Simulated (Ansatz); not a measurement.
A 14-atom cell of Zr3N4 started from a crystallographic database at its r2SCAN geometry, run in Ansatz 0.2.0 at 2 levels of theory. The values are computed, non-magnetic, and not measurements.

The PBE+SOC input:
```yaml
crystal:
  lattice:
    - [-3.3878897692, 3.3878897692, 3.3878897692]
    - [3.3878897692, -3.3878897692, 3.3878897692]
    - [3.3878897692, 3.3878897692, -3.3878897692]
  atoms:
    - { symbol: Zr, position: [0.25, 0.625, 0.375] }
    - { symbol: Zr, position: [0.375, 0.25, 0.625] }
    - { symbol: Zr, position: [0.75, 0.875, 0.125] }
    - { symbol: Zr, position: [0.125, 0.75, 0.875] }
    - { symbol: Zr, position: [0.625, 0.375, 0.25] }
    - { symbol: Zr, position: [0.875, 0.125, 0.75] }
    - { symbol: "N", position: [0.1295732492, 0.1295732492, 0.1295732492] }
    - { symbol: "N", position: [0.8704267508, 0.5, 0.0] }
    - { symbol: "N", position: [0.5, 0.0, 0.3704267508] }
    - { symbol: "N", position: [0.0, 0.8704267508, 0.5] }
    - { symbol: "N", position: [0.3704267508, 0.5, 0.0] }
    - { symbol: "N", position: [0.6295732492, 0.6295732492, 0.6295732492] }
    - { symbol: "N", position: [0.0, 0.3704267508, 0.5] }
    - { symbol: "N", position: [0.5, 0.0, 0.8704267508] }
kpoints:
  mp_grid: { grid: [6, 6, 6] }
  band_path:
    path:
      - [0.0, 0.0, 0.0]
      - [0.5, -0.5, 0.5]
      - [0.0, 0.0, 0.5]
      - [0.25, 0.25, 0.25]
    npoints: 1
hamiltonian:
  xc: pbe
scf:
  occupations: { method: fermi_dirac, width: 0.02 }
  n_extra_bands: 14
magnetization:
  noncollinear: true
  spin_orbit: true
output:
  forces: true
  stress: true
  eigenvalues: true
  write_density: true
  write_potential: true
  elf: true
  volumetric_format: npy
```

Main results, then, where recorded, the levels near the gap in eV from the Fermi energy (columns number the bands from 0), one row a point of the path (Γ, H, N, P):
```
Crystal: 14 atoms, lattice volume = 155.542 Å³
Symmetry: 24 space group operations + 24 with time reversal
Magnetic group: BNS 220.90 (UNI 1592)
```
```
Basis set: ecut = 420 eV, 3055 PW (Γ)
k-points: 16 of 216 (time reversal used)
SCF 1 converged in 8 iterations: F = -28201.001187 eV  dr2 = 3.65e-9
Free energy (F): -28201.001187 eV
Fermi energy:    16.324270 eV
--- Forces (eV/Å), atoms counted from 1 ---
  atom   1  Zr      0.00000      0.00000      0.00000
  atom   2  Zr      0.00000      0.00000      0.00000
  atom   3  Zr      0.00000      0.00000      0.00000
  atom   4  Zr      0.00000      0.00000      0.00000
  atom   5  Zr      0.00000      0.00000      0.00000
  atom   6  Zr      0.00000      0.00000      0.00000
  atom   7  N       0.06751      0.06751      0.06751
  atom   8  N       0.06751    -0.06751    -0.06751
  atom   9  N     -0.06751    -0.06751      0.06751
  atom  10  N     -0.06751      0.06751    -0.06751
  atom  11  N       0.06751    -0.06751    -0.06751
  atom  12  N       0.06751      0.06751      0.06751
  atom  13  N     -0.06751      0.06751    -0.06751
  atom  14  N     -0.06751    -0.06751      0.06751
--- Stress (GPa, compression-positive) ---
        2.049923       0.000000       0.000000
        0.000000       2.049923       0.000000
        0.000000       0.000000       2.049923
  P = ⅓ Tr σ = 2.0499 GPa (20.499 kbar)
```
```tsv
band_102	band_103	band_104	band_105	band_106	band_107	band_108	band_109	band_110	band_111	band_112	band_113	band_114	band_115	band_116	band_117
-1.646	-1.646	-1.609	-1.609	-0.408	-0.408	-0.327	-0.327	-0.327	-0.327	0.327	0.327	0.327	0.327	1.005	1.005
-2.018	-2.018	-0.912	-0.912	-0.912	-0.912	-0.912	-0.912	-0.912	-0.912	2.908	2.908	2.908	2.908	2.918	2.918
-2.263	-2.263	-1.930	-1.930	-1.919	-1.919	-1.251	-1.251	-1.241	-1.241	1.796	1.796	1.834	1.834	1.886	1.886
-2.074	-2.074	-2.074	-2.068	-2.068	-2.068	-1.729	-1.729	-1.729	-1.690	1.906	1.923	1.923	1.923	2.375	2.375
```

The PBE+SOC gap is direct at Γ: 0.65 eV.

HSE06. Against the first input these blocks differ (the band path and keys that only write files left aside):
```yaml
kpoints:
  mp_grid: { grid: [4, 4, 4] }
hamiltonian:
  xc: hse06
scf:
  occupations: { method: fixed }
  n_extra_bands: 7
```
(magnetization left out)

```
Basis set: ecut = 420 eV, 3055 PW (Γ)
k-points: 8 of 64 (time reversal used)
SCF 1 stopped early in 5 iterations: F = -28195.874941 eV  dr2 = 4.85e-6
Exchange kernel: α = 0.2500, screened, ω = 0.2079 Å⁻¹, Wigner–Seitz truncation, v(0) = 1046.6333 eV·Å³, q-mesh 4×4×4
SCF 2 stopped early in 7 iterations: F = -28209.727026 eV  dr2 = 6.93e-6
hybrid outer 1: dexx = +9.195e-2 eV, tail = 9.23e-5 eV
SCF 3 converged in 6 iterations: F = -28209.726734 eV  dr2 = 2.19e-9
hybrid outer 2: dexx = +4.543e-6 eV, tail = 2.72e-8 eV, Δε = 9.81e-4 eV, ΔF = 2.15e-3 eV/Å
Free energy (F): -28209.726734 eV
Fermi energy:    15.441478 eV
--- Forces (eV/Å), atoms counted from 1 ---
  atom   1  Zr      0.00000      0.00000      0.00000
  atom   2  Zr      0.00000      0.00000      0.00000
  atom   3  Zr      0.00000      0.00000      0.00000
  atom   4  Zr      0.00000      0.00000      0.00000
  atom   5  Zr      0.00000      0.00000      0.00000
  atom   6  Zr      0.00000      0.00000      0.00000
  atom   7  N     -0.02757    -0.02757    -0.02757
  atom   8  N     -0.02757      0.02757      0.02757
  atom   9  N       0.02757      0.02757    -0.02757
  atom  10  N       0.02757    -0.02757      0.02757
  atom  11  N     -0.02757      0.02757      0.02757
  atom  12  N     -0.02757    -0.02757    -0.02757
  atom  13  N       0.02757    -0.02757      0.02757
  atom  14  N       0.02757      0.02757    -0.02757
--- Stress (GPa, compression-positive) ---
       -3.969856       0.000000       0.000000
        0.000000      -3.969856       0.000000
        0.000000       0.000000      -3.969856
  P = ⅓ Tr σ = -3.9699 GPa (-39.699 kbar)
```
```tsv
band_51	band_52	band_53	band_54	band_55	band_56	band_57	band_58
-1.433	-1.433	0.000	0.000	0.000	1.562	1.562	2.309
-1.837	-0.625	-0.625	-0.625	-0.625	4.365	4.365	4.365
-2.113	-1.708	-1.708	-0.949	-0.949	3.154	3.154	3.236
-1.878	-1.878	-1.878	-1.493	-1.493	3.313	3.313	3.830
```

The HSE06 gap is direct at Γ: 1.56 eV. With the atoms held, the mean pressure is -4.0 GPa (compression positive). (The program warns that its thresholds are loose for a hybrid's stress.)

Small level splittings and stresses of the hybrids carry the error of their coarser meshes.

Totals of different functionals, or with and without spin-orbit coupling, can't be compared.

Only the levels marked +SOC include spin-orbit coupling.

The meshes of the hybrids are coarse, so their gaps aren't converged to the digits shown.
